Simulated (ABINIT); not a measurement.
# Quasiparticle gap of AlN (P6_3mc) in ABINIT, part 3 of 3

Aim: the G0W0 gap of AlN (P6_3mc) on PBE, step by step.

ABINIT 10.8.3; PBE and many-body steps on it, plane waves. Known limits of the many-body steps: not at the basis limit.

So far. Step 4 (Empty states on the mesh, 6×6×4 mesh, 159 bands): On this mesh the gap is 4.220 eV. Step 5 (Screening, 6×6×4 mesh, 151 bands, screening to 179.6 eV): Local fields lower ε∞ by 9 %.

The database entry behind the starting cell differs from later determinations by our own check (inner coordinate u about 0.002 short), so it need not match the best structure at ambient conditions.

## (6) Self-energy, 6×6×4 mesh, 151 bands, screening to 179.6 eV

The self-energy is evaluated for the states that the input lists, and the levels follow from it, in one-shot runs by the linearised quasiparticle equation.

This step: G0W0 on PBE, plane waves, norm-conserving pseudopotentials.

File run.abi:

```
acell 3*1.0 Angstrom
rprim 
  3.113000000011 -0.000000000003 0.000000000000
  -1.556500000003 2.695937081992 0.000000000000
  0.000000000000 0.000000000000 4.981000000000
ntypat 2
znucl 13 7
natom 4
typat 1 1 2 2
xred 
  0.333333333333 0.666666666667 0.000000000000
  0.666666666667 0.333333333333 0.500000000000
  0.333333333333 0.666666666667 0.380000000000
  0.666666666667 0.333333333333 0.880000000000
pp_dirpath "pseudos"
pseudos "Al.upf, N.upf"
ecut 36
ngkpt 6 6 4
nshiftk 1
shiftk 0 0 0
kptopt 1
chksymbreak 0
istwfk *1
occopt 1
irdwfk 1
optdriver 4
nband 151
gwcalctyp 0
ecutsigx 36
symsigma 1
nkptgw 21
kptgw 
  0.0000000000 0.0000000000 0.0000000000
  0.1666666667 0.0000000000 0.0000000000
  0.3333333333 0.0000000000 0.0000000000
  0.5000000000 0.0000000000 0.0000000000
  0.1666666667 0.1666666667 0.0000000000
  0.3333333333 0.1666666667 0.0000000000
  0.3333333333 0.3333333333 0.0000000000
  0.0000000000 0.0000000000 0.2500000000
  0.1666666667 0.0000000000 0.2500000000
  0.3333333333 0.0000000000 0.2500000000
  0.5000000000 0.0000000000 0.2500000000
  0.1666666667 0.1666666667 0.2500000000
  0.3333333333 0.1666666667 0.2500000000
  0.3333333333 0.3333333333 0.2500000000
  0.0000000000 0.0000000000 0.5000000000
  0.1666666667 0.0000000000 0.5000000000
  0.3333333333 0.0000000000 0.5000000000
  0.5000000000 0.0000000000 0.5000000000
  0.1666666667 0.1666666667 0.5000000000
  0.3333333333 0.1666666667 0.5000000000
  0.3333333333 0.3333333333 0.5000000000
bdgw 
  1 22
  1 22
  1 22
  1 22
  1 22
  1 22
  1 22
  1 22
  1 22
  1 22
  1 22
  1 22
  1 22
  1 22
  1 22
  1 22
  1 22
  1 22
  1 22
  1 22
  1 22
ecuteps 6.6
irdscr 1
ppmodel 1
indata_prefix "in"
outdata_prefix "out"
tmpdata_prefix "tmp"
```

Launch:

```console
> OMP_NUM_THREADS=1 mpirun -n 4 abinit run.abi > log
```

Numbers of over 12 decimals in the logs are rounded to 6 here.

The log of the run:

```text
.Version 10.8.3 of ABINIT. v10.8.2 released Aug 2026.

 Symmetries : space group P6_3 m c (#186); Bravais hP (primitive hexag.)
[... echo of the input left out ...]
== DATASET  1 ==================================================================
-   mpi_nproc: 4, omp_nthreads: 1 (-1 if OMP is not activated)

--- !DatasetInfo
iteration_state: {dtset: 1, }
dimensions: {natom: 4, nkpt: 21, mband: 151, nsppol: 1, nspinor: 1, nspden: 1, mpw: 2934, }
cutoff_energies: {ecut:  36.0, pawecutdg:  -1.0, }
electrons: {nelect:   1.60000000E+01, charge:   0.00000000E+00, occopt:   1.00000000E+00, tsmear:   1.00000000E-02, }

 SIGMA: Calculation of the GW corrections

 Based on a program developped by R.W. Godby, V. Olevano, G. Onida, and L. Reining.
 Incorporated in ABINIT by V. Olevano, G.-M. Rignanese, and M. Torrent.
.Using double precision arithmetic ; gwpc =  8

[... cell and pseudopotentials left out ...]
--------------------------------------------------------------------------------

 ==== K-mesh for the wavefunctions ====
 Number of points in the irreducible wedge :    21
[... list of points left out ...]
 Together with 12 symmetry operations and time-reversal symmetry
 yields   144 points in the full Brillouin Zone.

 ==== Q-mesh for screening function ====
 Number of points in the irreducible wedge :    21
[... list of points left out ...]
 Together with 12 symmetry operations and time-reversal symmetry
 yields   144 points in the full Brillouin Zone.

 vcoul_init : cutoff-mode = AUXILIARY_FUNCTION
 q-points for optical limit:   1
     1)      0.000010    0.000020    0.000030
 setmesh: FFT mesh size selected  =    27x   27x   54
          total number of points  =        39366

 Number of electrons calculated from density =   16.0000; Expected =   16.0000
 average of density, n =  0.056718
 r_s =    1.6146
 omega_plasma =   22.9728 [eV]

 === KS Band Gaps ===
  >>>> For spin  1
   Minimum direct gap =   4.2205 [eV], located at k-point      :   0.0000  0.0000  0.0000
   Fundamental gap    =   4.2205 [eV], Top of valence bands at :   0.0000  0.0000  0.0000
                                       Bottom of conduction at :   0.0000  0.0000  0.0000
 SIGMA fundamental parameters:
 PLASMON POLE MODEL  1
 number of plane-waves for SigmaX                 2863
 number of plane-waves for SigmaC and W            233
 number of plane-waves for wavefunctions          2863
 number of bands                                   151
 number of independent spin polarizations            1
 number of spinorial components                      1
 number of k-points in IBZ                          21
 number of q-points in IBZ                          21
 number of symmetry operations                      12
 number of k-points in BZ                          144
 number of q-points in BZ                          144
 number of frequencies for dSigma/dE                 9
 frequency step for dSigma/dE [eV]                0.25
 number of omega for Sigma on real axis              0
 max omega for Sigma on real axis  [eV]           0.00
 zcut for avoiding poles [eV]                     0.10

 EPSILON^-1 parameters (SCR file):
 dimension of the eps^-1 matrix on file            233
 dimension of the eps^-1 matrix used               233
 number of plane-waves for wavefunctions          2863
 number of bands                                   151
 number of q-points in IBZ                          21
 number of frequencies                               2
 number of real frequencies                          1
 number of imag frequencies                          1

 matrix elements of self-energy operator (all in [eV])

 Perturbative Calculation

--- !SelfEnergy_ee
iteration_state: {dtset: 1, }
kpoint     : [   0.000,    0.000,    0.000, ]
spin       : 1
KS_gap     :    4.220
QP_gap     :    5.596
Delta_QP_KS:    1.376
data: !SigmaeeData |
     Band     E0 <VxcDFT>   SigX SigC(E0)      Z dSigC/dE  Sig(E)    E-E0       E
        1  -9.831 -14.893 -25.065   8.250   0.667  -0.499 -16.175  -1.283 -11.113
        2  -7.680 -16.479 -26.236   7.901   0.705  -0.417 -17.788  -1.309  -8.989
        3  -0.660 -12.693 -18.639   4.055   0.774  -0.292 -14.157  -1.464  -2.124
        4   4.483 -16.467 -20.792   3.178   0.786  -0.272 -17.369  -0.902   3.581
        5   4.483 -16.467 -20.792   3.178   0.786  -0.272 -17.369  -0.902   3.581
        6   5.135 -16.968 -20.992   3.038   0.788  -0.270 -17.744  -0.777   4.358
        7   5.135 -16.968 -20.992   3.038   0.788  -0.270 -17.744  -0.777   4.358
        8   5.314 -17.078 -21.024   2.996   0.788  -0.270 -17.826  -0.748   4.566
        9   9.535 -12.527  -8.048  -3.711   0.818  -0.223 -11.899   0.628  10.163
       10  11.990 -10.836  -5.799  -4.248   0.827  -0.209 -10.184   0.652  12.642
[...]
--- !SelfEnergy_ee
iteration_state: {dtset: 1, }
kpoint     : [   0.167,    0.000,    0.000, ]
spin       : 1
KS_gap     :    5.668
QP_gap     :    7.220
Delta_QP_KS:    1.552
data: !SigmaeeData |
     Band     E0 <VxcDFT>   SigX SigC(E0)      Z dSigC/dE  Sig(E)    E-E0       E
[...]
--- !SelfEnergy_ee
iteration_state: {dtset: 1, }
kpoint     : [   0.333,    0.000,    0.000, ]
spin       : 1
KS_gap     :    6.778
QP_gap     :    8.259
Delta_QP_KS:    1.481
data: !SigmaeeData |
     Band     E0 <VxcDFT>   SigX SigC(E0)      Z dSigC/dE  Sig(E)    E-E0       E
[...]
--- !SelfEnergy_ee
iteration_state: {dtset: 1, }
kpoint     : [   0.500,    0.000,    0.000, ]
spin       : 1
KS_gap     :    6.484
QP_gap     :    7.996
Delta_QP_KS:    1.512
data: !SigmaeeData |
     Band     E0 <VxcDFT>   SigX SigC(E0)      Z dSigC/dE  Sig(E)    E-E0       E
[...]
--- !SelfEnergy_ee
iteration_state: {dtset: 1, }
kpoint     : [   0.167,    0.167,    0.000, ]
spin       : 1
KS_gap     :    7.438
QP_gap     :    9.174
Delta_QP_KS:    1.736
data: !SigmaeeData |
     Band     E0 <VxcDFT>   SigX SigC(E0)      Z dSigC/dE  Sig(E)    E-E0       E
[...]
--- !SelfEnergy_ee
iteration_state: {dtset: 1, }
kpoint     : [   0.333,    0.167,    0.000, ]
spin       : 1
KS_gap     :    7.201
QP_gap     :    8.742
Delta_QP_KS:    1.540
data: !SigmaeeData |
     Band     E0 <VxcDFT>   SigX SigC(E0)      Z dSigC/dE  Sig(E)    E-E0       E
[...]
--- !SelfEnergy_ee
iteration_state: {dtset: 1, }
kpoint     : [   0.333,    0.333,    0.000, ]
spin       : 1
KS_gap     :    7.446
QP_gap     :    8.982
Delta_QP_KS:    1.536
data: !SigmaeeData |
     Band     E0 <VxcDFT>   SigX SigC(E0)      Z dSigC/dE  Sig(E)    E-E0       E
[...]
--- !SelfEnergy_ee
iteration_state: {dtset: 1, }
kpoint     : [   0.000,    0.000,    0.250, ]
spin       : 1
KS_gap     :    5.451
QP_gap     :    6.985
Delta_QP_KS:    1.534
data: !SigmaeeData |
     Band     E0 <VxcDFT>   SigX SigC(E0)      Z dSigC/dE  Sig(E)    E-E0       E
[...]
--- !SelfEnergy_ee
iteration_state: {dtset: 1, }
kpoint     : [   0.167,    0.000,    0.250, ]
spin       : 1
KS_gap     :    6.348
QP_gap     :    7.960
Delta_QP_KS:    1.612
data: !SigmaeeData |
     Band     E0 <VxcDFT>   SigX SigC(E0)      Z dSigC/dE  Sig(E)    E-E0       E
[...]
--- !SelfEnergy_ee
[...]
kpoint     : [   0.333,    0.000,    0.250, ]
spin       : 1
KS_gap     :    6.415
QP_gap     :    7.875
Delta_QP_KS:    1.460
data: !SigmaeeData |
     Band     E0 <VxcDFT>   SigX SigC(E0)      Z dSigC/dE  Sig(E)    E-E0       E
[...]
--- !SelfEnergy_ee
iteration_state: {dtset: 1, }
kpoint     : [   0.333,    0.000,    0.500, ]
spin       : 1
KS_gap     :    7.172
QP_gap     :    8.748
Delta_QP_KS:    1.576
data: !SigmaeeData |
     Band     E0 <VxcDFT>   SigX SigC(E0)      Z dSigC/dE  Sig(E)    E-E0       E
[...]
--- !SelfEnergy_ee
iteration_state: {dtset: 1, }
kpoint     : [   0.500,    0.000,    0.500, ]
spin       : 1
KS_gap     :    6.686
QP_gap     :    8.197
Delta_QP_KS:    1.511
data: !SigmaeeData |
     Band     E0 <VxcDFT>   SigX SigC(E0)      Z dSigC/dE  Sig(E)    E-E0       E
[...]
--- !SelfEnergy_ee
iteration_state: {dtset: 1, }
kpoint     : [   0.167,    0.167,    0.500, ]
spin       : 1
KS_gap     :    7.937
QP_gap     :    9.652
Delta_QP_KS:    1.714
data: !SigmaeeData |
     Band     E0 <VxcDFT>   SigX SigC(E0)      Z dSigC/dE  Sig(E)    E-E0       E
[...]
--- !SelfEnergy_ee
iteration_state: {dtset: 1, }
kpoint     : [   0.333,    0.167,    0.500, ]
spin       : 1
KS_gap     :    7.251
QP_gap     :    8.843
Delta_QP_KS:    1.592
data: !SigmaeeData |
     Band     E0 <VxcDFT>   SigX SigC(E0)      Z dSigC/dE  Sig(E)    E-E0       E
[...]
--- !SelfEnergy_ee
iteration_state: {dtset: 1, }
kpoint     : [   0.333,    0.333,    0.500, ]
spin       : 1
KS_gap     :    8.221
QP_gap     :    9.948
Delta_QP_KS:    1.727
data: !SigmaeeData |
     Band     E0 <VxcDFT>   SigX SigC(E0)      Z dSigC/dE  Sig(E)    E-E0       E
[...]
18  21.315 -10.513  -3.608  -6.054   0.782  -0.279  -9.848   0.665  21.981
       19  23.585 -10.747  -3.587  -6.182   0.772  -0.295  -9.991   0.755  24.341
       20  23.585 -10.747  -3.587  -6.182   0.772  -0.295  -9.991   0.755  24.341
       21  28.583 -11.693  -3.680  -7.168   0.717  -0.394 -11.088   0.605  29.189
       22  28.583 -11.693  -3.680  -7.168   0.717  -0.394 -11.088   0.605  29.189

 New Fermi energy :        2.706411E-01 Ha ,    7.364520E+00 eV
 New Exchange energy :    -6.281089E+00 Ha ,   -1.709171E+02 eV

 === QP Band Gaps ===
  >>>> For spin  1
   Minimum direct gap =   5.5964 [eV], located at k-point      :   0.0000  0.0000  0.0000
   Fundamental gap    =   5.5964 [eV], Top of valence bands at :   0.0000  0.0000  0.0000
                                       Bottom of conduction at :   0.0000  0.0000  0.0000

== END DATASET(S) ==============================================================
================================================================================

 -outvars: echo values of variables after computation  --------
           etotal      0.0000000000E+00
            nband         151
             nkpt          21
          spgroup         186
 [... the other variables as echoed above ...]

 Calculation completed.
```

Elapsed: 38 min, on 4 MPI ranks of Arm Neoverse V2, shared host; peak memory 1.9 GiB; 2.5 h of CPU time.

This step gave:

| Item | Value |
| --- | --- |
| G0W0 gap on the mesh | 5.597 eV |
| starting gap on the mesh | 4.220 eV |
| k of the valence top | 0, 0, 0 |
| k of the conduction bottom | 0, 0, 0 |
| Z at the valence top | 0.788 |
| Z at the conduction bottom | 0.818 |
| least direct G0W0 gap on the computed points | 5.597 eV |

The gap on the mesh goes from 4.22 eV to 5.60 eV, a correction of +1.38 eV.

Limits: finite bands, cutoff and mesh. v1 is the top filled band, c1 the lowest empty one. The levels before and after the correction (eV, zero at the valence-band top of each column):

```tsv
	conduction bottom	valence top
Kohn-Sham	4.22	0.00
G0W0	5.60	0.00
```

```tsv
	level	energy (eV)
Kohn-Sham	Γ v4	-0.831
Kohn-Sham	Γ v3-v2	-0.180
Kohn-Sham	Γ v1	0.000
Kohn-Sham	Γ c1	4.221
Kohn-Sham	Γ c2	6.676
Kohn-Sham	Γ c3	10.592
Kohn-Sham	Γ c4	11.191
G0W0	Γ v4	-0.985
G0W0	Γ v3-v2	-0.208
G0W0	Γ v1	0.000
G0W0	Γ c1	5.597
G0W0	Γ c2	8.076
G0W0	Γ c3	12.595
G0W0	Γ c4	12.586
```

## (7) Where the time went

Times are wall times on 4 MPI ranks of Arm Neoverse V2, shared host, good to a factor of about two.

```tsv
step	time	share	memory (GiB)
ground state	6.5 s	0 %	0.29
bands along the symmetry lines	8.9 s	0 %	0.31
empty states on the mesh	82 s	3 %	2.1
screening	1.8 min	4 %	1.3
self-energy	38 min	92 %	1.9
```

## (8) Results

```yaml
pbe_gap: 4.22 eV, direct
g0w0_gap_on_the_mesh: 5.60 eV
gw_settings: 6×6×4 mesh, 151 bands, screening to 179.6 eV, Godby-Needs plasmon pole
known_limits: not at the basis limit
```

G0W0 moves the gap on the mesh from 4.22 eV to 5.60 eV (+1.38 eV), with Z of 0.79 and 0.82 at the edges. Local fields lower the RPA ε∞ on this mesh from 4.64 to 4.22. The dearest step here is «self-energy». Bands and cutoff are finite, so the gap is not at the basis limit. The miss can reach some tenths of an eV and take either sign; the mesh is an error of its own.

[Paths, hosts, dates, memory and timing lines, banners, echoed tables and standing remarks are left out of the program output.]

[Logs are printed without paths, hosts, clocks, repeated set-up lines and the standing remarks that a program may print on its own settings, such as how far it seeks lower states.]

[Runs of the session that timed out or met a known fault of the program may be left out.]

[Hosts, paths, dates, database ids (printed as entryN), source tags and the programs' standing remarks are cut or masked in the printed files.]

[G0W0 gaps are taken among the corrected bands and points alone; a level outside them can change the order at an edge.]

[Where Ansatz stands beside ABINIT at settings called matched, ABINIT's density can come from a denser mesh and the files from another edition; pairs whose starting gaps differed by over 0.03 eV were left out, so agreement reads better than it is.]
